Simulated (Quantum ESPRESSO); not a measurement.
# Sn (P-1) in Quantum ESPRESSO: settings compared

The runs below take Sn through single point, with Q2D, LDA.

Everything below comes from runs of Quantum ESPRESSO 7.5. Logs are shortened: lines on timing, memory, paths and dates and some standing lists are left out, and cuts for length are marked.

## Step 1: Starting point

The typed cell holds 1 atom: a = 3.269 Å, b = 3.303 Å, c = 3.287 Å, α = 110.00°, β = 108.91°, γ = 109.87°.

This isn't the form of Sn at room conditions, which is tetragonal (white tin).

## Step 2: Single point, Q2D

The input, run.py:

```python
import numpy as np
from ase.calculators.espresso import Espresso, EspressoProfile
from ase import Atoms

atoms = Atoms(['Sn'],
              cell=[[-1.89113827, 1.89779276, 1.87320021], [1.8971113, -1.92153722, 1.90291771], [1.88324499, 1.91364394, -1.89694467]],
              scaled_positions=[[0.0, 0.0, 0.0]],
              pbc=True)

input_data = {
    'control': {'calculation': 'scf', 'prefix': 'pwscf', 'outdir': './tmp', 'tprnfor': True, 'tstress': True, 'disk_io': 'nowf'},
    'system': {'ecutwfc': 70.0, 'nbnd': 13, 'input_dft': 'q2d', 'occupations': 'tetrahedra_opt'},
    'electrons': {'conv_thr': 2e-10, 'electron_maxstep': 120, 'mixing_beta': 0.5},
}
pseudopotentials = {'Sn': 'Sn_ONCV_PBE-1.2.upf'}
profile = EspressoProfile(command='pw.x', pseudo_dir='pseudo')
dft = Espresso(profile=profile, input_data=input_data, pseudopotentials=pseudopotentials, kpts=(10, 10, 10), koffset=(0, 0, 0))
atoms.calc = dft

print(f'energy {atoms.get_potential_energy():.8f} eV')
print('forces (eV/A)')
print(np.round(atoms.get_forces(), 6))
print('stress (eV/A^3, Voigt)')
print(np.round(atoms.get_stress(), 8))
print(f'Fermi level {dft.get_fermi_level():.4f} eV')
```

Potentials or basis: SG15 PBE 1.2.

Started as:

```bash
OMP_NUM_THREADS=1 python run.py
```

Output:

```text
energy -1636.87715559 eV
forces (eV/A)
[[0. 0. 0.]]
stress (eV/A^3, Voigt)
[ 0.02813786  0.01932079  0.02991266 -0.00206861 -0.00139835 -0.00168023]
Fermi level 12.5728 eV
```

espresso.pwi:

```text
&CONTROL
   calculation      = 'scf'
   tstress          = .true.
   tprnfor          = .true.
   outdir           = './tmp'
   prefix           = 'pwscf'
   disk_io          = 'nowf'
   pseudo_dir       = 'pseudo'
/
&SYSTEM
   nbnd             = 13
   ecutwfc          = 70.0
   occupations      = 'tetrahedra_opt'
   input_dft        = 'q2d'
   ntyp             = 1
   nat              = 1
   ibrav            = 0
/
&ELECTRONS
   electron_maxstep = 120
   conv_thr         = 2e-10
   mixing_beta      = 0.5
/
&IONS
/
&CELL
/
&FCP
/
&RISM
/
ATOMIC_SPECIES
Sn 118.71 Sn_ONCV_PBE-1.2.upf

K_POINTS automatic
10 10 10  0 0 0

CELL_PARAMETERS angstrom
-1.89113827000000 1.89779276000000 1.87320021000000
1.89711130000000 -1.92153722000000 1.90291771000000
1.88324499000000 1.91364394000000 -1.89694467000000

ATOMIC_POSITIONS angstrom
Sn 0.0000000000 0.0000000000 0.0000000000
```

espresso.pwo:

```text
This program is part of the open-source Quantum ESPRESSO suite
     for quantum simulation of materials; please cite
         "P. Giannozzi et al., J. Phys.:Condens. Matter 21 395502 (2009);
         "P. Giannozzi et al., J. Phys.:Condens. Matter 29 465901 (2017);
         "P. Giannozzi et al., J. Chem. Phys. 152 154105 (2020);
     in publications or presentations arising from this work. More details at

Warning: card &CELL ignored
Warning: card &FCP ignored
Warning: card &RISM ignored

     Message from routine iosys:
     BEWARE:  force calculation with tetrahedra (not recommanded)
     Message from routine iosys:
     BEWARE: stress calculation with tetrahedra (not recommanded)

     IMPORTANT: XC functional enforced from input :
     Exchange-correlation= Q2D
                           (   1   4  19  12   0   0   0)
     Any further DFT definition will be discarded
     Please, verify this is what you really want

     Message from routine setup:
     using ibrav=0 with symmetry is DISCOURAGED, use correct ibrav instead
     [opt_tetra]  Optimized tetrahedron method is used.

     G-vector sticks info
     --------------------
     sticks:   dense  smooth     PW     G-vecs:    dense   smooth      PW
     Sum         809     809    281                14543    14543    3027

     Using Slab Decomposition

     bravais-lattice index     =            0
     lattice parameter (alat)  =       6.1777  a.u.
     unit-cell volume          =     183.5750 (a.u.)^3
     number of atoms/cell      =            1
     number of atomic types    =            1
     number of electrons       =        14.00
     number of Kohn-Sham states=           13
     kinetic-energy cutoff     =      70.0000  Ry
     charge density cutoff     =     280.0000  Ry
     scf convergence threshold =      2.0E-10
     mixing beta               =       0.5000
     number of iterations used =            8  plain     mixing
     Exchange-correlation= Q2D
                           (   1   4  19  12   0   0   0)

     celldm(1)=   6.177671  celldm(2)=   0.000000  celldm(3)=   0.000000
     celldm(4)=   0.000000  celldm(5)=   0.000000  celldm(6)=   0.000000

     crystal axes: (cart. coord. in units of alat)
               a(1) = (  -0.578492   0.580528   0.573005 )
               a(2) = (   0.580319  -0.587791   0.582095 )
               a(3) = (   0.576078   0.585376  -0.580268 )

     reciprocal axes: (cart. coord. in units 2 pi/alat)
               b(1) = (  0.000426  0.863131  0.871152 )
               b(2) = (  0.863404  0.007173  0.864405 )
               b(3) = (  0.866543  0.859523  0.004034 )

     PseudoPot. # 1 for Sn read from file:
     Sn_ONCV_PBE-1.2.upf
     Pseudo is Norm-conserving, Zval = 14.0
     Generated using ONCVPSP code by D. R. Hamann
     Using radial grid of  602 points,  6 beta functions with:
                l(1) =   0
                l(2) =   0
                l(3) =   1
                l(4) =   1
                l(5) =   2
                l(6) =   2

     atomic species   valence    mass     pseudopotential
     Sn               14.00   118.71000     Sn( 1.00)

      2 Sym. Ops., with inversion, found

   Cartesian axes

     site n.     atom                  positions (alat units)
         1        Sn     tau(   1) = (   0.0000000   0.0000000   0.0000000  )

     number of k points=   504 (tetrahedron method)

     Number of k-points >= 100: set verbosity='high' to print them.

     Dense  grid:    14543 G-vectors     FFT dimensions: (  36,  36,  36)

     Initial potential from superposition of free atoms

     starting charge      13.9134, renormalised to      14.0000
     Starting wfcs are random

     Self-consistent Calculation

     iteration #  1     ecut=    70.00 Ry     beta= 0.50
     Davidson diagonalization with overlap
     ethr =  1.00E-02,  avg # of iterations =  7.7

     Threshold (ethr) on eigenvalues was too large:
     Diagonalizing with lowered threshold

     Davidson diagonalization with overlap
     ethr =  1.35E-04,  avg # of iterations =  3.8

     total energy              =    -120.30662646 Ry
     estimated scf accuracy    <       0.01415378 Ry

     iteration #  2     ecut=    70.00 Ry     beta= 0.50
     Davidson diagonalization with overlap
     ethr =  1.01E-04,  avg # of iterations =  2.0

     total energy              =    -120.30812166 Ry
     estimated scf accuracy    <       0.00079284 Ry

     iteration #  3     ecut=    70.00 Ry     beta= 0.50
     Davidson diagonalization with overlap
     ethr =  5.66E-06,  avg # of iterations =  3.5

     total energy              =    -120.30826022 Ry
     estimated scf accuracy    <       0.00005132 Ry

     iteration #  4     ecut=    70.00 Ry     beta= 0.50
     Davidson diagonalization with overlap
     ethr =  3.67E-07,  avg # of iterations =  1.3

     total energy              =    -120.30826230 Ry
     estimated scf accuracy    <       0.00000011 Ry

     iteration #  5     ecut=    70.00 Ry     beta= 0.50
     Davidson diagonalization with overlap
     ethr =  8.20E-10,  avg # of iterations =  3.2

     total energy              =    -120.30826243 Ry
     estimated scf accuracy    <       0.00000002 Ry

     iteration #  6     ecut=    70.00 Ry     beta= 0.50
     Davidson diagonalization with overlap
     ethr =  1.47E-10,  avg # of iterations =  3.0

     total energy              =    -120.30826243 Ry
     estimated scf accuracy    <          3.0E-09 Ry

     iteration #  7     ecut=    70.00 Ry     beta= 0.50
     Davidson diagonalization with overlap
     ethr =  2.16E-11,  avg # of iterations =  2.0

     End of self-consistent calculation

     Number of k-points >= 100: set verbosity='high' to print the bands.

     the Fermi energy is    12.5728 ev

!    total energy              =    -120.30826243 Ry
     estimated scf accuracy    <          1.7E-10 Ry

     The total energy is the sum of the following terms:
     one-electron contribution =     -27.68467354 Ry
     hartree contribution      =      21.33667489 Ry
     xc contribution           =     -14.34879267 Ry
     ewald contribution        =     -99.61147111 Ry

     convergence has been achieved in   7 iterations

     Forces acting on atoms (cartesian axes, Ry/au):

     atom    1 type  1   force =     0.00000000    0.00000000    0.00000000

     Total force =     0.000000     Total SCF correction =     0.000000

     Computing stress (Cartesian axis) and pressure

          total   stress  (Ry/bohr**3)                   (kbar)     P=      -41.32
  -0.00030646   0.00001830   0.00001523          -45.08        2.69        2.24
   0.00001830  -0.00021043   0.00002253            2.69      -30.96        3.31
   0.00001523   0.00002253  -0.00032579            2.24        3.31      -47.93

=------------------------------------------------------------------------------=
   JOB DONE.
=------------------------------------------------------------------------------=
```

Run time: 89 s. Hardware: 1 thread of Intel Xeon 6975P-C (Granite Rapids), shared host; peak memory 0.22 GiB.

What came out:

- Free energy: -1636.8773 eV
- Pressure: -4.1 GPa
- Band gap on the k mesh: none (metal or under the smearing width)

Levels at points of the mesh, in eV from the Fermi level:
```csv
k point,band 4,band 5,band 6,band 7,band 8,band 9,band 10,band 11
"(0.00, 0.00, 0.00)",-20.98,-20.98,-11.10,7.86,8.03,8.12,12.32,12.45
"(0.00, 0.00, -0.50)",-20.98,-20.89,-6.38,-4.45,3.65,5.54,7.89,8.34
"(0.00, -0.50, 0.00)",-20.98,-20.90,-6.38,-4.44,3.59,5.40,7.84,8.17
"(0.00, -0.50, -0.50)",-20.98,-20.90,-6.51,-4.48,3.77,5.56,8.06,8.31
"(-0.50, 0.00, 0.00)",-20.99,-20.89,-6.31,-4.42,3.58,5.48,7.86,8.24
"(-0.50, 0.00, -0.50)",-20.98,-20.89,-6.33,-4.42,3.54,5.38,7.75,8.20
"(-0.50, -0.50, 0.00)",-20.98,-20.90,-6.45,-4.46,3.72,5.56,7.99,8.33
"(-0.50, -0.50, -0.50)",-20.91,-20.91,-2.43,-0.59,-0.43,-0.37,3.75,3.83
```

Caveat: the potentials were made for another functional, which shifts forces and pressure.

## Step 3: Single point, LDA

The input, pw.in:

```
&CONTROL
  calculation = 'scf'
  prefix = 'pwscf'
  outdir = './tmp'
  pseudo_dir = './pseudo'
  tprnfor = .true.
  tstress = .true.
  disk_io = 'nowf'
/
&SYSTEM
  ibrav = 0
  nat = 1
  ntyp = 1
  ecutwfc = 86
  nbnd = 18
  occupations = 'smearing'
  smearing = 'mp'
  degauss = 0.00367493
/
&ELECTRONS
  conv_thr = 2d-10
  electron_maxstep = 120
  mixing_beta = 0.5
/
ATOMIC_SPECIES
Sn   118.7100 Sn.upf
CELL_PARAMETERS bohr
  -3.5737333941    3.5863085577    3.5398353735
   3.5850207849   -3.6311790841    3.5959933096
   3.5588172567    3.6162629466   -3.5847058999
ATOMIC_POSITIONS bohr
Sn     0.0000000000    0.0000000000    0.0000000000
K_POINTS automatic
10 10 10 0 0 0
```

Potentials or basis: PseudoDojo 0.4.1 SR LDA stringent.

Started as:

```bash
OMP_NUM_THREADS=1 pw.x -in pw.in > pw.out
```

Run time: 2.7 min. Hardware: 1 thread of Intel Xeon 6975P-C (Granite Rapids), shared host; peak memory 0.38 GiB.

It converged, with:

```
Free energy            : -6027.0258 eV
Pressure               : -5.6 GPa
Band gap on the k mesh : none (metal or under the smearing width)
```

Stress tensor (GPa, compression positive):
```
-5.71 -0.16  0.01
-0.16 -5.29  0.10
 0.01  0.10 -5.77
```

Levels at points of the mesh, in eV from the Fermi level:
| k point | band 8 | band 9 | band 10 | band 11 | band 12 | band 13 | band 14 | band 15 |
| --- | --- | --- | --- | --- | --- | --- | --- | --- |
| (0.00, 0.00, 0.00) | -21.24 | -21.24 | -11.05 | 7.73 | 7.89 | 7.98 | 12.36 | 12.49 |
| (0.00, 0.00, -0.50) | -21.24 | -21.15 | -6.44 | -4.32 | 3.60 | 5.54 | 8.03 | 8.52 |
| (0.00, -0.50, 0.00) | -21.24 | -21.15 | -6.43 | -4.31 | 3.55 | 5.39 | 7.98 | 8.36 |
| (0.00, -0.50, -0.50) | -21.24 | -21.16 | -6.56 | -4.36 | 3.72 | 5.56 | 8.19 | 8.50 |
| (-0.50, 0.00, 0.00) | -21.24 | -21.15 | -6.37 | -4.30 | 3.53 | 5.48 | 8.00 | 8.43 |
| (-0.50, 0.00, -0.50) | -21.24 | -21.15 | -6.39 | -4.30 | 3.49 | 5.38 | 7.89 | 8.38 |
| (-0.50, -0.50, 0.00) | -21.24 | -21.15 | -6.50 | -4.34 | 3.67 | 5.56 | 8.13 | 8.52 |
| (-0.50, -0.50, -0.50) | -21.17 | -21.17 | -2.62 | -0.55 | -0.39 | -0.33 | 3.99 | 4.07 |

## Step 4: For comparison

An earlier run on the cell as given: functional PBE; potentials or basis SSSP 1.3 efficiency PBE; cutoff 816 eV; density cutoff 6531 eV; k mesh 10 × 10 × 10; occupations fermi-dirac, width 0.05 eV; no spin polarisation.

- Pressure: 0.7 GPa
- Band gap on the k mesh: none (metal or under the smearing width)

## Step 5: Overview

```tsv
level	potentials or basis	cutoff (eV)	smearing	form of the LDA correlation	other keys	gap on the mesh (eV)	pressure (GPa)
Q2D	SG15 PBE 1.2	952	tetrahedra_opt	-	smearing = tetrahedra_opt; width = left out	none	-4.1
LDA	PseudoDojo 0.4.1 SR LDA stringent	1170	methfessel-paxton 0.05 eV	PW92	-	none	-5.6
PBE	SSSP 1.3 efficiency PBE	816	fermi-dirac 0.05 eV	-	-	none	0.7
```

Alike in all rows: task single point; no spin polarisation; cell as given; k mesh 10 × 10 × 10.

Caveats: the potentials were made for another functional, which shifts forces and pressure (some runs).

Total energies depend on the potentials used, so only differences within one code and one set of settings carry meaning.
